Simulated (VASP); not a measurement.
Write the native input for VASP 6.6.1 that does the following.

```
Task                   : band structure
Functional             : AM05
Potentials or basis    : VASP PAW PBE potentials, release 64 (In_d, Pd)
Cutoff                 : 520 eV
k mesh                 : 8 × 8 × 8
Occupations            : fermi-dirac, width 0.05 eV
Spin                   : no spin polarisation
Further INCAR settings : ALGO = Normal; EDIFF = 1e-06
```

The system is InPd.

```xyz
2
Lattice="3.2719 0.0000 0.0000 0.0000 3.2719 0.0000 0.0000 0.0000 3.2719" Properties=species:S:1:pos:R:3 pbc="T T T"
In    0.0000    0.0000    0.0000
Pd    1.6359    1.6359    1.6359
```

The cell comes from a database or a generator and needn't be the stable form of this composition.

One way to write it, as run:

POSCAR

```
InPd
1.0
    3.2718847800      0.0000000000      0.0000000000
    0.0000000000      3.2718847800      0.0000000000
    0.0000000000      0.0000000000      3.2718847800
In Pd
1 1
Direct
    0.0000000000      0.0000000000      0.0000000000
    0.5000000000      0.5000000000      0.5000000000
```

INCAR.step1

```
  PREC = Accurate
  ENCUT = 520
  EDIFF = 1E-6
  ISMEAR = -1
  SIGMA = 0.05
  LREAL = F
  LASPH = T
  NELM = 60
  ALGO = Normal
  ISIF = 2
  LWAVE = F
  LCHARG = T
  LMAXMIX = 4
  GGA = AM
```

KPOINTS.step1

```
regular mesh
0
Gamma
  8 8 8
```

INCAR.step2

```
  PREC = Accurate
  ENCUT = 520
  EDIFF = 1E-6
  ISMEAR = 0
  SIGMA = 0.05
  LREAL = F
  LASPH = T
  NELM = 60
  ALGO = Normal
  ISIF = 2
  LWAVE = F
  LCHARG = F
  LMAXMIX = 4
  GGA = AM
  ICHARG = 11
```

KPOINTS.step2

```
path GXMGRX,MR
15
line-mode
reciprocal
 0.0000000000  0.0000000000  0.0000000000  G
 0.0000000000  0.5000000000  0.0000000000  X

 0.0000000000  0.5000000000  0.0000000000  X
 0.5000000000  0.5000000000  0.0000000000  M

 0.5000000000  0.5000000000  0.0000000000  M
 0.0000000000  0.0000000000  0.0000000000  G

 0.0000000000  0.0000000000  0.0000000000  G
 0.5000000000  0.5000000000  0.5000000000  R

 0.5000000000  0.5000000000  0.5000000000  R
 0.0000000000  0.5000000000  0.0000000000  X

 0.5000000000  0.5000000000  0.0000000000  M
 0.5000000000  0.5000000000  0.5000000000  R
```

Potentials or basis: VASP PAW PBE potentials, release 64 (In_d, Pd).

Launch:

```bash
$ cat potpaw_PBE.64/In_d/POTCAR potpaw_PBE.64/Pd/POTCAR > POTCAR
$ cp INCAR.step1 INCAR
$ cp KPOINTS.step1 KPOINTS
$ mpirun -np 1 vasp_std > vasp.out
$ cp INCAR.step2 INCAR
$ cp KPOINTS.step2 KPOINTS
$ mpirun -np 1 vasp_std > vasp.out
```

Results of the run:

* Band gap along the path: none (metal or under the smearing width)

Caveat: the log is that of the step along the path at fixed density, whose energy, stress, charges and moments have no meaning; spin-orbit coupling is left out, which moves the levels of the heavy elements.

Wall time 29 s on 1 thread of Intel(R) Xeon(R) Platinum 8175M CPU @ 2.50GHz (Skylake/Cascade Lake) (shared host), peak memory 0.17 GiB.
